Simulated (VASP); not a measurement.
# WC (Qusongite) (P-6m2) in VASP: further runs

Aim: see how the results for WC (Qusongite) move with the level of theory and the settings. Levels: AM05, PBE. Tasks: relaxation of cell and atoms, single point.

All numbers are computed with VASP 6.6.1; they aren't measurements. Logs are shortened: lines on timing, memory, paths and dates and some standing lists are left out, and cuts for length are marked.

## Step 1: The crystal as given

Symmetry: P-6m2, No. 187, hexagonal system. The conventional cell has a = 2.907 Å, b = 2.907 Å, c = 2.837 Å, α = 90.00°, β = 90.00°, γ = 120.00°. Around W (site symmetry -6m2) lie 6 C at 2.20 Å. C (site symmetry -6m2) has 6 W at 2.20 Å as nearest neighbours.

## Step 2: Relaxation of cell and atoms, AM05

Contents of INCAR:

```
SYSTEM = WC
PREC = Accurate ; ENCUT = 600
EDIFF = 1E-6 ; ISMEAR = -1
SIGMA = 0.05 ; LREAL = .FALSE.
LASPH = .TRUE. ; NELM = 60
ALGO = Normal ; ISIF = 3
LWAVE = .FALSE. ; LCHARG = .FALSE.
GGA = AM ; IBRION = 2
NSW = 60 ; EDIFFG = -0.02
```

Contents of KPOINTS:

```
regular mesh
0
G
  10 10 9
  0 0 0
```

Contents of POSCAR:

```
WC
1.0
    2.9065000000      0.0000000000      0.0000000000
   -1.4532500000      2.5171028361      0.0000000000
    0.0000000000      0.0000000000      2.8366000000
W C
1 1
Direct
    0.0000000000      0.0000000000      0.0000000000
    0.6666666667      0.3333333333      0.5000000000
```

Potentials or basis: VASP PAW PBE potentials, release 64 (W_sv, C).

The run is started by

```sh
> cat potpaw_PBE.64/W_sv/POTCAR potpaw_PBE.64/C/POTCAR > POTCAR
> mpirun -np 1 vasp_std > vasp.out
```

OUTCAR:

```text
SYSTEM = WC
   PREC = Accurate
   ENCUT = 600
   EDIFF = 1E-6
   ISMEAR = -1
   LREAL = .FALSE.
   LASPH = .TRUE.
   NELM = 60
   ISIF = 3
   GGA = AM
   IBRION = 2
   NSW = 60
   EDIFFG = -0.02

 ion  position               nearest neighbor table
   1  0.000  0.000  0.000-   2 2.20   2 2.20   2 2.20   2 2.20   2 2.20   2 2.20
   2  0.667  0.333  0.500-   1 2.20   1 2.20   1 2.20   1 2.20   1 2.20   1 2.20

  LATTYP: Found a hexagonal cell.
 ALAT       =     2.9065000000
 C/A-ratio  =     0.9759504559

  Lattice vectors:

 A1 = (   2.9065000000,   0.0000000000,   0.0000000000)
 A2 = (  -1.4532500000,   2.5171028361,   0.0000000000)
 A3 = (   0.0000000000,   0.0000000000,   2.8366000000)

Analysis of symmetry for initial positions (statically):
=====================================================================
 Subroutine PRICEL returns:
 Original cell was already a primitive cell.

 Routine SETGRP: Setting up the symmetry group for a
 hexagonal supercell.

 Subroutine GETGRP returns: Found 12 space group operations
 (whereof 12 operations were pure point group operations)
 out of a pool of 24 trial point group operations.

The static configuration has the point symmetry D_3h.

Analysis of symmetry for dynamics (positions and initial velocities):
=====================================================================
 Subroutine PRICEL returns:
 Original cell was already a primitive cell.

 Routine SETGRP: Setting up the symmetry group for a
 hexagonal supercell.

 Subroutine GETGRP returns: Found 12 space group operations
 (whereof 12 operations were pure point group operations)
 out of a pool of 24 trial point group operations.

The dynamic configuration has the point symmetry D_3h.

 Subroutine INISYM returns: Found 12 space group operations
 (whereof 12 operations are pure point group operations),
 and found     1 'primitive' translations

----------------------------------------------------------------------------------------

                                     Primitive cell

  volume of cell :      20.7525

  direct lattice vectors                    reciprocal lattice vectors
     2.906500000  0.000000000  0.000000000     0.344056425  0.198641070  0.000000000
    -1.453250000  2.517102836  0.000000000     0.000000000  0.397282139  0.000000000
     0.000000000  0.000000000  2.836600000     0.000000000  0.000000000  0.352534725

  length of vectors
     2.906500000  2.906500000  2.836600000     0.397282139  0.397282139  0.352534725

  position of ions in fractional coordinates (direct lattice)
     0.000000000  0.000000000  0.000000000
     0.666666667  0.333333333  0.500000000

  ion indices of the primitive-cell ions
   primitive index   ion index
                 1           1
                 2           2

----------------------------------------------------------------------------------------

 KPOINTS: regular mesh

Automatic generation of k-mesh.
 Grid dimensions read from file:
 generate k-points for:   10   10    9

 Generating k-lattice:

  Cartesian coordinates                     Fractional coordinates (reciprocal lattice)
     0.034405643  0.019864107  0.000000000     0.100000000  0.000000000  0.000000000
     0.000000000  0.039728214  0.000000000     0.000000000  0.100000000  0.000000000
     0.000000000  0.000000000  0.039170525     0.000000000  0.000000000  0.111111111

  Length of vectors
     0.039728214  0.039728214  0.039170525

  Shift w.r.t. Gamma in fractional coordinates (k-lattice)
     0.000000000  0.000000000  0.000000000

 Subroutine IBZKPT returns following result:
 ===========================================

 Found     70 irreducible k-points:

 Following reciprocal coordinates:
            Coordinates               Weight
  0.000000  0.000000  0.000000      1.000000
  0.100000  0.000000  0.000000      6.000000
  0.200000  0.000000  0.000000      6.000000
  0.300000  0.000000  0.000000      6.000000
  0.400000  0.000000  0.000000      6.000000
  0.500000  0.000000  0.000000      3.000000
[... 16 lines left out ...]
  0.300000  0.100000  0.111111     24.000000
  0.400000  0.100000  0.111111     24.000000
 [... further k-points ...]
   k-points           NKPTS =     70   k-points in BZ     NKDIM =     70   number of bands    NBANDS=     13
   number of dos      NEDOS =    301   number of ions     NIONS =      2
   total plane-waves  NPLWV =  13824
   dimension x,y,z NGX =    24 NGY =   24 NGZ =   24
   dimension x,y,z NGXF=    48 NGYF=   48 NGZF=   48
   ions per type =               1   1
   NGX,Y,Z   is equivalent  to a cutoff of  13.73, 13.73, 14.07 a.u.
   NGXF,Y,Z  is equivalent  to a cutoff of  27.46, 27.46, 28.13 a.u.
 SYSTEM =  WC
   PREC   = accura    normal or accurate (medium, high low for compatibility)
   ISTART =      0    job   : 0-new  1-cont  2-samecut
   ICHARG =      2    charge: 1-file 2-atom 10-const
   ISPIN  =      1    spin polarized calculation?
   LNONCOLLINEAR =      F non collinear calculations
   LSORBIT =      F    spin-orbit coupling
   LASPH  =      T    aspherical Exc in radial PAW
   ENCUT  =  600.0 eV  44.10 Ry    6.64 a.u.   5.81  5.81  5.67*2*pi/ulx,y,z
   NELM   =     60;   NELMIN=  2; NELMDL= -5     # of ELM steps
   EDIFF  = 0.1E-05   stopping-criterion for ELM
   LREAL  =      F    real-space projection
   EDIFFG = -.2E-01   stopping-criterion for IOM
   NSW    =     60    number of steps for IOM
   IBRION =      2    ionic relax: 0-MD 1-quasi-New 2-CG
   NFREE  =      1    steps in history (QN), initial steepest desc. (CG)
   ISIF   =      3    stress and relaxation
   ISYM   =      2    0-nonsym 1-usesym 2-fastsym
   POTIM  = 0.5000    time-step for ionic-motion
   TEBEG  =    0.0;   TEEND  =   0.0 temperature during run
   PSTRESS=    0.0 pullay stress
   NELECT =      18.0000    total number of electrons
   NUPDOWN=      -1.0000    fix difference up-down
   EMIN   =  10.00;   EMAX   =-10.00  energy-range for DOS
   EFERMI =   0.00;   METHOD = LEGACY
   ISMEAR =    -1;   SIGMA  =   0.05  broadening in eV -4-tet -1-fermi 0-gaus
   EFERMI_NEDOS =   21; number of points for ismear=-14 and -15
   IALGO  =     38    algorithm
   IMIX   =      4    mixing-type and parameters
     AMIX     =   0.40;   BMIX     =  1.00
     AMIX_MAG =   1.60;   BMIX_MAG =  1.00
  volume/ion in A,a.u.               =      10.38        70.02
  Fermi-wavevector in a.u.,A,eV,Ry     =   1.561262  2.950358 33.164744  2.437540
  Thomas-Fermi vector in A             =   2.664353
   LORBIT       =      0    0 simple, 1 ext, 2 COOP (PROOUT), +10 PAW based schemes
   GGA     = AM    functional components
   LHFCALC =     F    Hartree Fock is set to
   AEXX    =    0.0000 exact exchange contribution
   IVDW    =     0    specifies the selected vdW correction
   LEPSILON=     F    determine dielectric tensor
   LRPA    =     F    only Hartree local field effects (RPA)
 conjugate gradient relaxation of ions
 non-spin polarized calculation
  energy-cutoff  :      600.00
  volume of cell :       20.75
 maximum number of plane-waves:       703
 NGX is ok and might be reduce to    24
   NGX = 11   NGY = 11   NGZ = 11

--------------------------------------- Ionic step        1  -------------------------------------------

 number of electron      18.0000000 magnetization

 Free energy of the ion-electron system (eV)
  ---------------------------------------------------
  ext. energy  EPLUGINS =         0.00000000
  ---------------------------------------------------
  free energy    TOTEN  =       -23.49911529 eV

  energy without entropy =      -23.49734602  energy(sigma->0) =      -23.49823065

------------------------ aborting loop because EDIFF is reached ----------------------------------------

  FORCE on cell =-STRESS in cart. coord.  units (eV):
  Direction    XX          YY          ZZ          XY          YZ          ZX
  --------------------------------------------------------------------------------------
  -------------------------------------------------------------------------------------
  Total       -0.5744596     -0.5744596     -0.7277749     -0.0000000     -0.0000000      0.0000000
  in kB      -44.3507177    -44.3507177    -56.1873104     -0.0000000     -0.0000000      0.0000000
  external PRESSURE =     -48.2962486 kB  Pullay stress =       0.0000000 kB
[... 57 lines left out ...]
  energy  without entropy=      -23.4687018611  energy(sigma->0) =      -23.46965382

--------------------------------------- Ionic step        3  -------------------------------------------

 number of electron      18.0000001 magnetization

 Free energy of the ion-electron system (eV)
  ---------------------------------------------------
  ext. energy  EPLUGINS =         0.00000000
  ---------------------------------------------------
  free energy    TOTEN  =       -23.50284972 eV

  energy without entropy =      -23.50108472  energy(sigma->0) =      -23.50196722

 E-fermi :  11.0747     XC(G=0): -14.0066

 val. band max:       10.9734982698   @ k =   0.0000   0.0000   0.3333
 cond. band min:      11.0774306727   @ k =   0.1000   0.0000   0.3333
 fundamental gap:      0.1039324029
 Fermi energy:        11.0746912111

 k-point     1 :       0.0000    0.0000    0.0000
  band No.  band energies     occupation
      1     -62.8696      2.00000
      2     -26.8355      2.00000
      3     -26.7266      2.00000
      4     -26.7266      2.00000
      5      -3.4292      2.00000
      6       6.6820      2.00000
      7       7.7016      2.00000
      8       7.7016      2.00000
      9      11.2127      0.11892
     10      14.3669      0.00000
     11      14.3669      0.00000
     12      16.8141      0.00000
     13      16.8141      0.00000
[... 353 lines left out ...]
 k-point    24 :       0.4000    0.1000    0.1111
  band No.  band energies     occupation
      1     -62.8032      2.00000
      2     -27.5188      2.00000
      3     -26.9627      2.00000
      4     -26.8065      2.00000
      5       0.0945      2.00000
      6       4.0973      2.00000
      7       6.8073      2.00000
      8       8.3218      2.00000
      9       9.7941      2.00000
     10      13.7793      0.00000
     11      15.2040      0.00000
     12      16.1304      0.00000
     13      18.2123      0.00000

 [... further k-points ...]
[... 5 lines left out ...]
  --------------------------------------------------------------------------------------
  -------------------------------------------------------------------------------------
  Total       -0.0259009     -0.0259009      0.0143090      0.0000000      0.0000000     -0.0000000
  in kB       -2.0229102     -2.0229102      1.1175585      0.0000000      0.0000000     -0.0000000
  external PRESSURE =      -0.9760873 kB  Pullay stress =       0.0000000 kB
[... 17 lines left out ...]
  FREE ENERGIE OF THE ION-ELECTRON SYSTEM (eV)
  ---------------------------------------------------
  free  energy   TOTEN  =       -23.5028497237 eV

  energy  without entropy=      -23.5010847220  energy(sigma->0) =      -23.50196722

 reached required accuracy - stopping structural energy minimisation
```

It took 17 s on 1 thread of Intel Xeon 6975P-C (Granite Rapids), shared host; peak memory 0.16 GiB.

What came out:

| Quantity | Value |
| --- | --- |
| Free energy | -23.5028 eV |
| Relaxed volume | 10.26 Å³/atom |
| Relaxed cell | a = 2.896 Å, b = 2.896 Å, c = 2.824 Å, α = 90.00°, β = 90.00°, γ = 120.00° |
| Space group after relaxing (to 0.05 Å) | P-6m2 (No. 187) |
| Energy gained by relaxing | 1.9 meV/atom |
| Ionic steps | 3 |
| Pressure after relaxing | -0.1 GPa |
| Band gap on the k mesh | none (metal or under the smearing width) |

The path:
| step | energy change (eV) | largest force (eV/Å) | pressure (GPa) | volume (Å³) |
| --- | --- | --- | --- | --- |
| 1 | 0.0000 | 0.0000 | -4.83 | 20.75 |
| 2 | 0.0285 | 0.0000 | 15.28 | 19.83 |
| 3 | -0.0037 | 0.0000 | -0.10 | 20.51 |

Final structure:
```xyz
2
Lattice="2.8962 0.0000 0.0000 -1.4481 2.5082 0.0000 0.0000 0.0000 2.8239" Properties=species:S:1:pos:R:3 pbc="T T T"
W     0.0000    0.0000    2.8239
C     1.4481    0.8361    1.4120
```

Caveat: the PAW data sets were made with another functional, which shifts forces and pressure a little. Spin-orbit coupling is left out, which matters for the levels of W.

## Step 3: Single point, PBE

Contents of INCAR:

```
ALGO = Normal
EDIFF = 1E-7
ENCUT = 520
GGA = PE
ISIF = 2
ISMEAR = 0
LASPH = T
LCHARG = F
LREAL = F
LWAVE = F
NELM = 80
PREC = Accurate
SIGMA = 0.028999999999999998
```

Contents of KPOINTS:

```
k-points
0
Gamma
  10 10 9
```

POSCAR is that of step 2.

Potentials or basis: VASP PAW PBE potentials, release 64 (W_sv, C).

The run is started by

```sh
> cat potpaw_PBE.64/W_sv/POTCAR potpaw_PBE.64/C/POTCAR > POTCAR
> mpirun -np 1 vasp_std > vasp.out
```

OUTCAR:

```text
EDIFF = 1E-7
   ENCUT = 520
   GGA = PE
   ISIF = 2
   ISMEAR = 0
   LASPH = T
   LREAL = F
   NELM = 80
   PREC = Accurate

 ion  position               nearest neighbor table
   1  0.000  0.000  0.000-   2 2.20   2 2.20   2 2.20   2 2.20   2 2.20   2 2.20
   2  0.667  0.333  0.500-   1 2.20   1 2.20   1 2.20   1 2.20   1 2.20   1 2.20

  LATTYP: Found a hexagonal cell.
 ALAT       =     2.9065000000
 C/A-ratio  =     0.9759504559

  Lattice vectors:

[... 562 lines left out ...]
      6       4.1815      2.00000
      7       6.8670      2.00000
      8       8.3509      2.00000
      9       9.7980      2.00000
     10      13.7382      0.00000
     11      15.1290      0.00000
     12      16.0270      0.00000
     13      18.1018      0.00000

 [... further k-points ...]
[... 5 lines left out ...]
  --------------------------------------------------------------------------------------
  -------------------------------------------------------------------------------------
  Total        0.9001131      0.9001131      0.8144054      0.0000000     -0.0000000      0.0000000
  in kB       69.4925568     69.4925568     62.8755603      0.0000000     -0.0000000      0.0000000
  external PRESSURE =      67.2868913 kB  Pullay stress =       0.0000000 kB

 VOLUME and BASIS-vectors are now :
 -----------------------------------------------------------------------------
  energy-cutoff  :      520.00
  volume of cell :       20.75
      direct lattice vectors                 reciprocal lattice vectors
     2.906500000  0.000000000  0.000000000     0.344056425  0.198641070  0.000000000
    -1.453250000  2.517102836  0.000000000     0.000000000  0.397282139  0.000000000
     0.000000000  0.000000000  2.836600000     0.000000000  0.000000000  0.352534725

 POSITION                                       TOTAL-FORCE (eV/Angst)
 -----------------------------------------------------------------------------------
      0.00000      0.00000      0.00000         0.000000      0.000000      0.000000
      1.45325      0.83903      1.41830        -0.000000      0.000000      0.000000
 -----------------------------------------------------------------------------------
    total drift:                                0.000000     -0.000000      0.000000

  FREE ENERGIE OF THE ION-ELECTRON SYSTEM (eV)
  ---------------------------------------------------
  free  energy   TOTEN  =       -22.4453488440 eV

  energy  without entropy=      -22.4450411053  energy(sigma->0) =      -22.44519497
```

OSZICAR:

```text
N       E                     dE             d eps       ncg     rms          rms(c)
DAV:   1     0.112363771979E+03    0.11236E+03   -0.98351E+03  1820   0.155E+03
DAV:   2    -0.212239652195E+02   -0.13359E+03   -0.13030E+03  2030   0.382E+02
DAV:   3    -0.254682601808E+02   -0.42443E+01   -0.42053E+01  2301   0.630E+01
DAV:   4    -0.255153434664E+02   -0.47083E-01   -0.47002E-01  1996   0.671E+00
DAV:   5    -0.255157605847E+02   -0.41712E-03   -0.41711E-03  2130   0.631E-01    0.324E+01
DAV:   6    -0.225411592007E+02    0.29746E+01   -0.95349E+00  2055   0.318E+01    0.865E+00
DAV:   7    -0.224724571648E+02    0.68702E-01   -0.40561E-01  1900   0.581E+00    0.618E+00
DAV:   8    -0.224463946879E+02    0.26062E-01   -0.69942E-02  2010   0.254E+00    0.901E-01
DAV:   9    -0.224453957127E+02    0.99898E-03   -0.33607E-03  1960   0.471E-01    0.119E-01
DAV:  10    -0.224453595098E+02    0.36203E-04   -0.28069E-04  2145   0.231E-01    0.884E-02
DAV:  11    -0.224453510776E+02    0.84322E-05   -0.61139E-05  1930   0.630E-02    0.153E-02
DAV:  12    -0.224453489762E+02    0.21014E-05   -0.96149E-06  1935   0.258E-02    0.604E-03
DAV:  13    -0.224453488720E+02    0.10424E-06   -0.27108E-07  1955   0.460E-03    0.581E-04
DAV:  14    -0.224453488440E+02    0.27971E-07   -0.13406E-08   960   0.119E-03
   1 F= -.22445349E+02 E0= -.22445195E+02  d E =-.307739E-03
```

Run time: 6.6 s. Hardware: 1 thread of Intel Xeon 6975P-C (Granite Rapids), shared host; peak memory 0.15 GiB.

What came out:

| Property | Result |
| --- | --- |
| Free energy | -22.4453 eV |
| Pressure | 6.7 GPa |
| Band gap on the k mesh | none (metal or under the smearing width) |

The run has no spin-orbit coupling, so splittings on W are missing.
